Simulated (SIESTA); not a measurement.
The system is Pb.

```xyz
2
Lattice="0.0000 3.4390 3.4390 3.4390 0.0000 3.4390 3.4390 3.4390 0.0000" Properties=species:S:1:pos:R:3 pbc="T T T"
Pb    1.7195    1.7195    1.7195
Pb    0.0000    0.0000    0.0000
```

This isn't the form of Pb at room conditions, which is fcc.

```yaml
Program: SIESTA 5.4.2
Task: single point
Functional: PBE
Potentials_or_basis: PseudoDojo 0.4 standard (PBE files)
Basis: DZP (energy shift 0.003 Ry; two zetas on semicore shells)
Grid_cutoff: 500 Ry
Energy_shift: 0.003 Ry
k_mesh: 7 × 7 × 7
Occupations: fermi-dirac, width 0.05 eV
Spin: no spin polarisation
```

On this cell: pressure 2.8 GPa; largest force zero by symmetry; band gap on the k mesh none (metal or under the smearing width).

The same run follows on a disturbed copy (atoms moved at random, drawn with an rms of 0.05 Å):

```
Pb
1.0
     0.00000    3.43900    3.43900
     3.43900    0.00000    3.43900
     3.43900    3.43900    0.00000
Pb
2
Direct
  0.24233 0.24870 0.24871
  0.00968 0.98262 0.01781
```

Question: What changes?

Answer: The energy (extrapolated to zero smearing) moves by +20.4 meV/atom; pressure 3.0 GPa; largest force 0.702 eV/Å; band gap on the k mesh none (metal or under the smearing width).

Forces in eV/Å, atoms in the order of the input:
```
Pb   0.070  0.698  0.044
Pb  -0.069 -0.697 -0.044
```

Stress tensor (GPa, compression positive):
```
3.10 0.13 2.06
0.13 2.70 0.21
2.06 0.21 3.10
```

Caveats: the basis of atomic orbitals isn't converged, which shifts pressures, moduli and gaps.
